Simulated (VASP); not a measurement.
The system is Al.

```
CELL_PARAMETERS angstrom
0.00000 2.02481 2.02481
2.02481 0.00000 2.02481
2.02481 2.02481 0.00000
ATOMIC_POSITIONS crystal
Al 0.00000 0.00000 0.00000
```

Base run:

| Item | Value |
| --- | --- |
| Program | VASP 6.6.1 |
| Functional | PBE |
| Potentials or basis | VASP PAW PBE potentials, release 64 (Al) |
| Cutoff | 520 eV |
| k mesh | 11 × 11 × 11 |
| Occupations | fermi-dirac, width 0.05 eV |
| Spin | no spin polarisation |

Its results: pressure -0.5 GPa.

Question: After a change of settings the same cell gave: pressure -2.3 GPa. Which change was it?
A. functional from PBE to SCAN
B. functional from PBE to LDA; potentials or basis from VASP PAW PBE potentials, release 64 (Al) to VASP PAW LDA potentials, release 64 (Al)
C. functional from PBE to r2SCAN
D. functional from PBE to revPBE

Answer: A.

Caveats: the PAW data sets were made with another functional, which shifts forces and pressure a little (some runs).
